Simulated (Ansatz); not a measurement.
**TlCl: Core-electron binding energies**

Cell: a structure deposited in the COD, ions relaxed with PBE at fixed cell, repeated to a supercell; a hole's nearest image is 7.7 Å away.

Space group Pm-3m (No. 221); a = 3.8340 Å.

```
site  Wyckoff  site symmetry       x       y       z
 Tl1       1a           m-3m  0.0000  0.0000  0.0000
 Cl9       1b           m-3m  0.5000  0.5000  0.5000
```

One atom of each set is listed; the run and its k-mesh use a cell of 16 atoms with edges of 7.67, 7.67, 7.67 Å.

Method: Kohn–Sham DFT in Ansatz, PBE, plane waves and PAW, scalar-relativistic, 420 eV cutoff, Γ-centred 3×3×3 k-points, fixed occupations.

Each value is a total-energy difference between the cell with one core hole and the ground state (ΔSCF), counted from the top of the valence band. The cell with the hole is spin-polarised, as the shell with the hole is left with one unpaired spin. The periodic images are corrected with the calculated ε∞ = 5.32.

(1) What binding energies does the calculation give for Tl 4f, Cl 2p?

The program doubts some values: the potential far from the hole hasn't levelled off. Absolute PBE values can be off by an eV or more, and the 3d and 4f lines of heavy atoms by several eV. Multiplets, satellites and widths aren't calculated.

## Answers

(1) 

```json
{"line": "Tl 4f", "atom": "1", "first shell": "8 Cl at 3.32 Å", "E_B (eV)": "118.1", "j = l + ½ / j = l − ½ (eV)": "116.2 / 120.6"}
{"line": "Cl 2p", "atom": "9", "first shell": "8 Tl at 3.32 Å", "E_B (eV)": "196.6", "j = l + ½ / j = l − ½ (eV)": "196.1 / 197.7"}
```

For p, d and f shells E_B is the weighted mean of the two lines, whose splitting comes from the free atom's Dirac orbitals.
